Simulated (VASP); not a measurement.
Input of a VASP 6.6.1 run:

The input POSCAR:

```
SrO
1.0
   -0.0074460814      2.7848344294      2.7848344294
    2.7848344294     -0.0074460814      2.7848344294
    2.7848344294      2.7848344294     -0.0074460814
Sr O
1 1
Direct
   -0.0002431778     -0.0002431778     -0.0002431778
    0.2502431778      0.2502431778      0.2502431778
```

The input INCAR.step1:

```
PREC = Accurate
ENCUT = 520
ISMEAR = 0
SIGMA = 0.01
LREAL = F
LASPH = T
NELM = 100
NBANDS = 15
GGA = PE
ALGO = Normal
EDIFF = 1E-4
LWAVE = T
LCHARG = F
```

Contents of INCAR.step2:

```
PREC = Accurate
ENCUT = 520
EDIFF = 1E-6
ISMEAR = 0
SIGMA = 0.01
LREAL = F
LASPH = T
NELM = 100
ALGO = Normal
ISIF = 2
LWAVE = F
LCHARG = F
METAGGA = R2SCAN
LMIXTAU = T
NBANDS = 15
ISTART = 1
```

KPOINTS

```
Automatic mesh
0
Gamma
  8 8 8
```

Potentials or basis: VASP PAW PBE potentials, release 64 (Sr_sv, O).

Run with:

```bash
$ cat potpaw_PBE.64/Sr_sv/POTCAR potpaw_PBE.64/O/POTCAR > POTCAR
$ cp INCAR.step1 INCAR
$ mpirun -np 1 vasp_std > vasp.out
$ cp INCAR.step2 INCAR
$ mpirun -np 1 vasp_std > vasp.out
```

Predict the pressure.

0.7 GPa.

Predict the band gap on the k mesh.

2.91 eV, indirect (least direct gap 3.76 eV).

Stress tensor (GPa, compression positive):
```
0.73 0.07 0.07
0.07 0.73 0.07
0.07 0.07 0.73
```

Caveat: the PAW data sets were made with another functional, which shifts forces and pressure a little. A k mesh can miss the band edges.
